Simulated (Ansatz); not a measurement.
# Band structure of MgF2

```
CELL_PARAMETERS angstrom
4.62130 0.00000 0.00000
0.00000 4.62130 0.00000
0.00000 0.00000 3.01590
ATOMIC_POSITIONS crystal
Mg 0.00000 0.00000 0.00000
Mg 0.50000 0.50000 0.50000
F 0.30280 0.30280 0.00000
F 0.19720 0.80280 0.50000
F 0.69720 0.69720 0.00000
F 0.80280 0.19720 0.50000
```

Atoms are numbered in the order listed.

The cell comes from COD entry 9007534, which wasn't checked; take it as a given geometry.

The calculation used DFT, LDA, all-electron LAPW, scalar-relativistic in Ansatz 0.2.0.

Numerical set-up: a Γ-centred 5×5×7 k mesh, Fermi–Dirac smearing of 0.02 eV, basis error target 1 meV/atom, no spin polarisation.

Points in fractions of the reciprocal vectors of this cell: Γ (0, 0, 0), X (0, 0.5, 0), M (0.5, 0.5, 0), Z (0, 0, 0.5), R (0, 0.5, 0.5), A (0.5, 0.5, 0.5). The path joins them by straight lines in the order Γ–X–M–Γ–Z–R–A–Z–X; legs that retrace an earlier one aren't tabulated. Energies are in eV from the top of the valence band.

Problem. Metal or insulator at this level of theory?

Solution. An insulator or semiconductor: gap 6.88 eV, direct at Γ.

Problem. Tabulate bands 21 to 27, counted from the lowest band of the run, along the path.

Solution. 
```tsv
k (1/Å)	point	band 21	band 22	band 23	band 24	band 25	band 26	band 27
0.00	Γ	-0.73	-0.34	-0.34	0.00	6.88	11.97	11.97
0.10		-0.73	-0.39	-0.34	-0.01	6.95	11.87	12.00
0.19		-0.75	-0.53	-0.35	-0.05	7.14	11.61	12.10
0.29		-0.78	-0.74	-0.37	-0.12	7.45	11.24	12.26
0.39		-1.01	-0.83	-0.39	-0.20	7.84	10.80	12.47
0.49		-1.10	-0.87	-0.41	-0.28	8.29	10.32	12.72
0.58		-1.05	-0.93	-0.42	-0.35	8.78	9.81	12.98
0.68	X	-0.99	-0.99	-0.40	-0.40	9.29	9.29	13.23
0.78		-1.00	-1.00	-0.41	-0.41	9.33	9.33	13.15
0.87		-1.02	-1.02	-0.45	-0.45	9.46	9.46	12.94
0.97		-1.06	-1.06	-0.51	-0.51	9.66	9.66	12.63
1.07		-1.11	-1.11	-0.59	-0.59	9.93	9.93	12.27
1.17		-1.15	-1.15	-0.68	-0.68	10.26	10.26	11.86
1.26		-1.05	-1.05	-0.77	-0.77	10.63	10.63	11.45
1.36	M	-1.00	-1.00	-0.83	-0.83	11.03	11.03	11.03
1.50		-1.15	-1.02	-0.79	-0.70	10.21	11.06	11.07
1.63		-1.07	-1.04	-0.69	-0.52	9.40	11.17	11.18
1.77		-1.14	-0.93	-0.57	-0.36	8.64	11.32	11.35
1.91		-1.00	-0.84	-0.47	-0.22	7.95	11.52	11.55
2.05		-0.78	-0.68	-0.40	-0.10	7.39	11.73	11.75
2.18		-0.74	-0.43	-0.35	-0.03	7.01	11.90	11.91
2.32	Γ	-0.73	-0.34	-0.34	0.00	6.88	11.97	11.97
2.47		-0.84	-0.36	-0.36	-0.03	7.04	12.09	12.09
2.62		-1.13	-0.41	-0.41	-0.10	7.50	12.43	12.43
2.77		-1.51	-0.49	-0.49	-0.23	8.16	12.94	12.94
2.92		-1.70	-0.61	-0.61	-0.41	8.97	13.52	13.52
3.07		-1.65	-0.73	-0.73	-0.64	9.84	13.22	14.08
3.21		-1.52	-0.91	-0.84	-0.84	10.76	12.50	14.51
3.36	Z	-1.21	-1.21	-0.90	-0.90	11.66	11.66	14.68
3.46		-1.19	-1.19	-0.89	-0.89	11.68	11.68	14.66
3.56		-1.12	-1.12	-0.87	-0.87	11.75	11.75	14.57
3.65		-1.04	-1.04	-0.83	-0.83	11.86	11.86	14.36
3.75		-0.95	-0.95	-0.78	-0.78	12.01	12.01	14.05
3.85		-0.86	-0.86	-0.73	-0.73	12.20	12.20	13.71
3.95		-0.80	-0.80	-0.71	-0.71	12.39	12.39	13.41
4.04	R	-0.77	-0.77	-0.70	-0.70	12.49	12.49	13.28
4.14		-0.78	-0.78	-0.69	-0.69	12.50	12.50	13.28
4.24		-0.78	-0.78	-0.66	-0.66	12.53	12.53	13.28
4.33		-0.77	-0.77	-0.62	-0.62	12.58	12.58	13.28
4.43		-0.73	-0.73	-0.58	-0.58	12.66	12.66	13.27
4.53		-0.68	-0.68	-0.54	-0.54	12.76	12.76	13.23
4.63		-0.65	-0.65	-0.52	-0.52	12.89	12.89	13.15
4.72	A	-0.64	-0.64	-0.51	-0.51	13.00	13.00	13.05
4.86		-0.67	-0.66	-0.53	-0.52	12.75	12.93	13.08
5.00		-0.75	-0.70	-0.60	-0.58	12.46	12.65	13.32
5.13		-0.86	-0.77	-0.69	-0.68	12.20	12.35	13.69
5.27		-0.99	-0.86	-0.78	-0.78	11.97	12.08	14.13
5.41		-1.10	-1.00	-0.85	-0.85	11.80	11.85	14.54
5.55		-1.18	-1.15	-0.89	-0.88	11.69	11.71	14.63
5.68	Z	-1.21	-1.21	-0.90	-0.90	11.66	11.66	14.68
5.86		-1.48	-0.90	-0.84	-0.83	10.78	12.52	14.39
6.04		-1.53	-0.74	-0.71	-0.61	9.98	13.27	13.65
6.22		-1.48	-0.63	-0.62	-0.40	9.33	12.65	13.77
6.39		-1.35	-0.65	-0.54	-0.30	8.91	11.66	13.41
6.57		-1.19	-0.78	-0.47	-0.30	8.76	10.72	13.17
6.75		-1.06	-0.92	-0.43	-0.36	8.89	9.92	13.10
6.93	X	-0.99	-0.99	-0.40	-0.40	9.29	9.29	13.23
```
